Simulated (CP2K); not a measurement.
InAs under changes of volume

One of the cells (27.489 Å³/atom); the others are scaled copies at fixed shape and fractional positions:

```
CELL_PARAMETERS angstrom
4.26810 0.00000 0.00000
2.13405 3.69628 0.00000
2.13405 1.23209 3.48489
ATOMIC_POSITIONS crystal
In 0.00000 0.00000 0.00000
As 0.75000 0.75000 0.75000
```

```yaml
Program: CP2K 2026.2
Functional: PBEsol
Potentials_or_basis: POTENTIAL_UZH In GTH-PBE-q13, As GTH-PBE-q5; TZVP-MOLOPT-PBE-GTH basis
Density_cutoff: 6123 eV
k_mesh: 8 × 8 × 8
Occupations: fermi-dirac, width 0.05 eV
Spin: no spin polarisation
```

| volume (Å³/atom) | energy over the lowest point (meV/atom) | pressure (GPa) |
| --- | --- | --- |
| 25.840 | 63.58 | 7.6 |
| 26.389 | 40.47 | 5.9 |
| 26.939 | ? | ? |
| 27.489 | 10.92 | 2.8 |
| 28.039 | 3.38 | 1.6 |
| 28.588 | 0.00 | 0.4 |
| 29.138 | 0.35 | -0.6 |

Task: What does the run at 26.939 Å³/atom give?

Result: Energy over the lowest point 23.10 meV/atom; pressure 4.3 GPa.

Worked out: A Birch-Murnaghan fit of order 3 (a polynomial in V^(-2/3)) to the other rows has its minimum at 28.81 Å³/atom with B0 = V·E''(V) = 54 GPa and B' = 4.7. It gives 23.10 meV/atom at 26.939 Å³/atom, against the run's 23.10, and -dE/dV = 4.3 GPa, against 4.3.

Energies are extrapolated to zero smearing.

Caveats: the potentials were made for another functional, which shifts forces and pressure; the basis of atomic orbitals isn't converged, which shifts pressures, moduli and gaps.
